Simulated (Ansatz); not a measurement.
# Relaxing Pt

Method: Ansatz, DFT PBE, scalar-relativistic, plane waves, PAW. Cutoff 420 eV, Γ-centred k mesh, Gaussian smearing, no spin polarisation in the final step.

The start puts Pt on the beta-tungsten (A15) structure type (Pm-3n, No. 223), at a guessed volume.

```xyz
8
Lattice="5.0426 0.0000 0.0000 0.0000 5.0426 0.0000 0.0000 0.0000 5.0426" Properties=species:S:1:pos:R:3 pbc="T T T"
Pt    2.5213    2.5213    2.5213
Pt    0.0000    0.0000    0.0000
Pt    1.2607    0.0000    2.5213
Pt    2.5213    1.2607    0.0000
Pt    2.5213    3.7820    0.0000
Pt    3.7820    0.0000    2.5213
Pt    0.0000    2.5213    3.7820
Pt    0.0000    2.5213    1.2607
```

Cell and atoms relax at zero pressure; the relaxation can't lower the symmetry of the start.

Energies count from the standard state of Pt at the same level.

Q: Which crystal results?

A: It keeps Pm-3n (No. 223). The result has the beta-tungsten (A15) structure. Conventional cell: a = 5.063 Å. Around Pt on Wyckoff site a (2 atoms of the primitive cell) lie 12 Pt at 2.83 Å; Pt on Wyckoff site c (6 atoms of the primitive cell) is coordinated by 2 Pt at 2.53 Å, 4 Pt at 2.83 Å and 8 Pt at 3.10 Å.

```cif
data_structure
_symmetry_space_group_name_H-M 'Pm-3n'
_symmetry_Int_Tables_number 223
_cell_length_a 5.0630
_cell_length_b 5.0630
_cell_length_c 5.0630
_cell_angle_alpha 90.000
_cell_angle_beta 90.000
_cell_angle_gamma 90.000
_cell_volume 129.78
loop_
_atom_site_label
_atom_site_type_symbol
_atom_site_symmetry_multiplicity
_atom_site_Wyckoff_symbol
_atom_site_fract_x
_atom_site_fract_y
_atom_site_fract_z
_atom_site_occupancy
Pt1 Pt 2 a 0.50000 0.50000 0.50000 1
Pt2 Pt 6 c 0.25000 0.00000 0.50000 1
```

Q: What are its volume, energy, density and gap?

A: The volume per atom is 16.22 Å³. The density is 19.97 g/cm³. The energy over the standard structure is 0.26 eV/atom. The gap on the 8×8×8 mesh is 0 eV (a metal).

The final run used a 8×8×8 mesh on its 8-atom cell and 0.10 eV smearing. The k mesh leaves about 4 meV/atom of noise in metals. Spin–orbit coupling is left out. Symmetry constrained the relaxation, so the result can be a saddle point. The steps took of the order of 2.1 core-minutes in all.

This form isn't the element's structure at ambient conditions.